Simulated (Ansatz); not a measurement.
# TiSi: the cost of one run

Method: DFT r2SCAN, scalar-relativistic, plane waves, PAW, in Ansatz 0.2.0.

1 further run of the same task is left out (set aside as unsound or not needed).

**1. Starting point**

The structure is orthorhombic, space group Pnma (No. 62). Conventional cell: a = 6.502 Å, b = 3.635 Å, c = 4.988 Å, α = 90.00°, β = 90.00°, γ = 90.00°. Ti (site symmetry m) is surrounded by 7 Si at 2.56 to 2.75 Å. Around Si (site symmetry m) lie 2 Si at 2.39 Å and 7 Ti at 2.56 to 2.75 Å.

Structure file:

```
CELL_PARAMETERS angstrom
6.50165 0.00000 0.00000
0.00000 3.63548 0.00000
0.00000 0.00000 4.98819
ATOMIC_POSITIONS crystal
Ti 0.67599 0.25000 0.37139
Ti 0.32401 0.75000 0.62861
Ti 0.82401 0.75000 0.87139
Ti 0.17599 0.25000 0.12861
Si 0.54389 0.25000 0.85535
Si 0.45611 0.75000 0.14465
Si 0.95611 0.75000 0.35535
Si 0.04389 0.25000 0.64465
```

It goes back to an entry of the Materials Project, which need not be the stable form.

It is the result of an earlier relaxation at this level (volume 14.74 Å³/atom; gap on the mesh: none (metal)).

**2. Zero of the scan**

Input file input.yaml:

```yaml
crystal:
  lattice:
    - [6.5016463476, 0.0, 0.0]
    - [0.0, 3.6354765989, 0.0]
    - [0.0, 0.0, 4.9881882448]
  atoms:
    - { symbol: Ti, position: [0.67599295, 0.25, 0.3713850054] }
    - { symbol: Ti, position: [0.32400705, 0.75, 0.6286149946] }
    - { symbol: Ti, position: [0.82400705, 0.75, 0.8713850054] }
    - { symbol: Ti, position: [0.17599295, 0.25, 0.1286149946] }
    - { symbol: Si, position: [0.5438874468, 0.25, 0.8553463] }
    - { symbol: Si, position: [0.4561125532, 0.75, 0.1446537] }
    - { symbol: Si, position: [0.9561125532, 0.75, 0.3553463] }
    - { symbol: Si, position: [0.0438874468, 0.25, 0.6446537] }
basis:
  ecutwfc: 500
kpoints:
  mp_grid: { grid: [6, 10, 8] }
hamiltonian:
  xc: r2scan
scf:
  occupations: { method: gaussian, width: 0.15 }
output:
  forces: true
  stress: true
  eigenvalues: true
```

On the command line:

```
> ansatz run input.yaml --threads 2 --pin off --max-ram 5120MiB --backend cpu --events-out ev --progress --plain --runs-dir out
```

Q: Estimate wall time and peak memory on 2 threads of Intel Xeon Platinum 8488C (Sapphire Rapids), shared host.

About 21 s, with a peak of 0.99 GiB.
